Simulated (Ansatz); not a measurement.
# Rh(111) / 3 layers Al(111) / Rh(111): resistance against film thickness, part 2 of 2

Aim: what a thin film of another metal adds to the resistance, first Rh(111) / 3 layers Al(111) / Rh(111).

Ansatz 0.2.0; Ansatz plane-wave DFT, PBE, PAW files; ballistic transport by layer matching (Landauer), zero bias.

So far. Step 5 (With 8 layers, film layers 8): The conductance of the junction is 9.3e14 S/m², 0.30 % over the 9.2e14 S/m² of the last finished run, within the error estimates, leads' steps apart, of 3.7 and 3.4 %. The estimate from the leads' steps, 12 %, is larger still.

## (6) With 10 layers, film layers 10

The stack now holds 10 film layers; the k-mesh follows the cell, and the energies span -0.27 to 0.27 eV.

System of this step: Rh(111) / 10 layers Al(111) / Rh(111). The cell holds 18 atoms: 8 Rh and 10 Al. Cell: a = 2.689 Å, b = 2.689 Å, c = 44.043 Å, α = 90.0°, β = 90.0°, γ = 120.0°. It derives from Rh and Al. Regions: lead, 8 atoms (8 Rh); films, 10 atoms (10 Al). The structure is stacked along c, and the current runs across the ab planes.

input.yaml

```yaml
crystal:
  lattice:
    - [2.6891977995, 0.0, 0.0]
    - [-1.3445988998, 2.3289136102, 0.0]
    - [0.0, 0.0, 44.0431909652]
  atoms:
    - { symbol: Rh, position: [0.0, 0.0, 0.0249269043] }
    - { symbol: Rh, position: [0.3333333333, 0.6666666667, 0.0747807128] }
    - { symbol: Rh, position: [0.6666666667, 0.3333333333, 0.1246345213] }
    - { symbol: Rh, position: [0.0, 0.0, 0.1744883298] }
    - { symbol: Al, position: [0.3333333333, 0.6666666667, 0.2294737107] }
    - { symbol: Al, position: [0.6666666667, 0.3333333333, 0.2895906638] }
    - { symbol: Al, position: [0.0, 0.0, 0.349707617] }
    - { symbol: Al, position: [0.3333333333, 0.6666666667, 0.4098245702] }
    - { symbol: Al, position: [0.6666666667, 0.3333333333, 0.4699415234] }
    - { symbol: Al, position: [0.0, 0.0, 0.5300584766] }
    - { symbol: Al, position: [0.3333333333, 0.6666666667, 0.5901754298] }
    - { symbol: Al, position: [0.6666666667, 0.3333333333, 0.650292383] }
    - { symbol: Al, position: [0.0, 0.0, 0.7104093362] }
    - { symbol: Al, position: [0.3333333333, 0.6666666667, 0.7705262893] }
    - { symbol: Rh, position: [0.6666666667, 0.3333333333, 0.8255116702] }
    - { symbol: Rh, position: [0.0, 0.0, 0.8753654787] }
    - { symbol: Rh, position: [0.3333333333, 0.6666666667, 0.9252192872] }
    - { symbol: Rh, position: [0.6666666667, 0.3333333333, 0.9750730957] }
kpoints:
  mp_grid: { grid: [16, 16, 1] }
hamiltonian:
  xc: pbe
scf:
  occupations: { method: fermi_dirac, width: 0.1 }
output:
  transmission:
    leads: [[0, 1]]
    kmesh: [32, 32]
    e_range: [-0.27, 0.27]
    de: 0.036
  write_potential: true
  write_density: true
  volumetric_format: npy
```

Command:

```bash
$ ansatz run input.yaml --threads 4 --pin off --max-ram 8192MiB --backend cpu --events-out ev --progress --plain --runs-dir out
```

It took 82 s on 4 threads of Arm Neoverse V1, shared host; peak memory 1.2 GiB; 4.7 min of CPU time.

This step gave:

| Property | Result |
| --- | --- |
| free energy | -56598.0121 eV |
| energy at zero smearing | -56597.7632 eV |
| Fermi energy | 13.61 eV |
| step of the lead's potential | 10.5 meV |
| conductance of the junction | 8.75e14 S/m² |
| junction conductance per cell | 0.7072 G₀ |
| estimated errors of the junction's conductance | 1.2, 0.9, 4, 7.7, 0.2 % (energy step, band edges, k-mesh, leads' steps, distance from neutral) |
| area resistance that the stack adds (contact term taken off, spin by spin) | 0.6932 fΩ m² |

Per spin. The transmission, zone mean by energy, zero at the Fermi level:

```
energy (eV)  transmission, zone mean
     -0.270                    0.646
     -0.234                    0.679
     -0.198                    0.670
     -0.162                    0.669
     -0.126                    0.684
     -0.090                    0.707
     -0.054                    0.711
     -0.018                    0.692
      0.018                    0.716
      0.054                    0.706
      0.090                    0.732
      0.126                    0.704
      0.162                    0.725
      0.198                    0.748
      0.234                    0.744
      0.270                    0.746
```

The conductance of the junction is 8.7e14 S/m², 5.6 % under the 9.3e14 S/m² of the last finished run, no more than the error estimates, leads' steps apart, of 3.4 and 4 % together.

## (7) All levels side by side

Times are for 4 threads of Arm Neoverse V1, shared host. The runs compared:

| no. | film layers | area resistance that the stack adds (contact term taken off, spin by spin) (fΩ m²) | conductance of the junction (S/m²) | time | memory (GiB) |
| --- | --- | --- | --- | --- | --- |
| 1 | 3 | 0.6806 | 8.85e14 | 5.2 min | 0.99 |
| 2 | 5 | 0.6627 | 8.99e14 | 2.8 min | 1.2 |
| 3 | 6 | 0.6325 | 9.24e14 | 3 min | 1.3 |
| 4 | 8 | 0.6292 | 9.27e14 | 3.2 min | 1.5 |
| 5 | 10 | 0.6932 | 8.75e14 | 82 s | 1.2 |

## (8) With 5 layers

The same run once more with an input made wrong on purpose.

This step: Ansatz plane-wave DFT, PBE, PAW files; ballistic transport by layer matching (Landauer), zero bias; changed: ENCUT = 0.3, scf.max_iter = 100 (Ansatz 0.2.0).

System of this step: Rh(111) / 5 layers Al(111) / Rh(111). The cell holds 13 atoms: 8 Rh and 5 Al. Its edges and angles: a = 2.689 Å, b = 2.689 Å, c = 30.844 Å, α = 92.5°, β = 87.5°, γ = 120.0°. It derives from Rh and Al. Regions: lead, 8 atoms (8 Rh); films, 5 atoms (5 Al). The structure is stacked along c, and the current runs across the ab planes.

input.yaml

```yaml
crystal:
  lattice:
    - [2.6891977995, 0.0, 0.0]
    - [-1.3445988998, 2.3289136102, 0.0]
    - [1.3445988998, -0.7763045367, 30.8044787176]
  atoms:
    - { symbol: Rh, position: [0.9881201214, 0.0118798786, 0.0356396359] }
    - { symbol: Rh, position: [0.2976936975, 0.7023063025, 0.1069189076] }
    - { symbol: Rh, position: [0.6072672736, 0.3927327264, 0.1781981793] }
    - { symbol: Rh, position: [0.9168408497, 0.0831591503, 0.249477451] }
    - { symbol: Al, position: [0.2239687768, 0.7760312232, 0.3280936695] }
    - { symbol: Al, position: [0.5286510551, 0.4713489449, 0.4140468348] }
    - { symbol: Al, position: [0.8333333333, 0.1666666667, 0.5] }
    - { symbol: Al, position: [0.1380156116, 0.8619843884, 0.5859531652] }
    - { symbol: Al, position: [0.4426978898, 0.5573021102, 0.6719063305] }
    - { symbol: Rh, position: [0.749825817, 0.250174183, 0.750522549] }
    - { symbol: Rh, position: [0.0593993931, 0.9406006069, 0.8218018207] }
    - { symbol: Rh, position: [0.3689729692, 0.6310270308, 0.8930810924] }
    - { symbol: Rh, position: [0.6785465453, 0.3214534547, 0.9643603641] }
kpoints:
  mp_grid: { grid: [16, 16, 1] }
hamiltonian:
  xc: pbe
scf:
  occupations: { method: fermi_dirac, width: 0.1 }
  max_iter: 100
output:
  transmission:
    leads: [[0, 1]]
    kmesh: [32, 32]
    e_range: [-0.27, 0.27]
    de: 0.036
  write_potential: true
  write_density: true
  volumetric_format: npy
ENCUT: 0.3
```

Elapsed: 0.02 s, on 4 threads; peak memory 0.022 GiB.

The input was rejected at the start.

The program's message: “Error: YAML parse error: error: line 36 column 1: unknown field `ENCUT`, expected one of crystal, accuracy, basis, kpoints, hamiltonian, magnetization, projection, total_charge, correlation, batch, ef …”

The change that led to it: ENCUT = 0.3.

## (9) What came out

| Property | Result |
| --- | --- |
| area resistance, 3 layers | 0.681 fΩ m² |
| area resistance, 5 layers | 0.663 fΩ m² |
| area resistance, 6 layers | 0.633 fΩ m² |
| area resistance, 8 layers | 0.629 fΩ m² |
| area resistance, 10 layers | 0.693 fΩ m² |

The stack adds 0.68 fΩ m² with 3 layers and 0.69 fΩ m² with 10. From 5 layers on no step exceeds the two runs' error estimates together, as expected where only the two interfaces scatter; half the mean, 0.33 fΩ m², is a rough coherent figure for one interface. Atoms sit on ideal sites and aren't relaxed. Al(111) is compressed by 6.0 % in plane to fit Rh(111), at its own atomic volume.

[Logs are printed without paths, hosts, clocks, repeated set-up lines and the standing remarks that a program may print on its own settings, such as how far it seeks lower states.]

[Hosts, paths, dates, database ids (printed as entryN), source tags and the programs' standing remarks are cut or masked in the printed files.]
